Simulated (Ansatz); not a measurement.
# What 7 layers does to LiI

The reference is LiI in the rock salt structure (space group Fm-3m, No. 225; a = 5.903 Å). Axes: x, y, z lie along the cube axes.

It is then changed as follows: a free-standing slab of 7 layers (14 atoms, 2 a layer) is cut normal to the z axis, with 15 Å of vacuum and the in-plane cell held at bulk.

All numbers come from DFT with PBEsol, PAW potentials and a 420 eV plane-wave cutoff in Ansatz (a program for electronic structure), spin-orbit coupling left out. k-mesh 8×8×1 (Γ-centred); smearing 0.05 eV (Fermi–Dirac), for the changed cell.

```json
[
 {"quantity": "shortest interatomic distance", "base": "2.952 Å", "changed": "2.790 Å", "shift": "-0.162 Å"},
 {"quantity": "band gap", "base": "4.31 eV", "changed": "4.25 eV", "shift": "-0.06 eV"},
 {"quantity": "gap character", "base": "–", "changed": "indirect, k = (0, 1/4, 0) in the run's primitive reciprocal basis → Γ", "shift": "–"},
 {"quantity": "smallest direct gap", "base": "4.35 eV", "changed": "4.28 eV", "shift": "-0.07 eV"},
 {"quantity": "excess energy per area of both faces (slab less bulk energy over the cell's area: twice a surface energy)", "base": "–", "changed": "0.24 J/m²", "shift": "–"},
 {"quantity": "thickness between the outermost nuclei", "base": "–", "changed": "17.89 Å", "shift": "–"},
 {"quantity": "change of the spacing d12 from its bulk value of 2.952 Å", "base": "–", "changed": "-3.2 %", "shift": "–"},
 {"quantity": "change of the spacing d23 from its bulk value of 2.952 Å", "base": "–", "changed": "+1.9 %", "shift": "–"}
]
```

Cost of the whole job for the changed cell (relaxation, final SCF and bands): around 3 core-minutes (rough).

The excess energy carries the mismatch between the slab's and the bulk's meshes. With I present, leaving out spin-orbit coupling can change the band edges. Whether these cells are dynamically stable was not tested. Labels are those of the standard path for the cell's own space group.
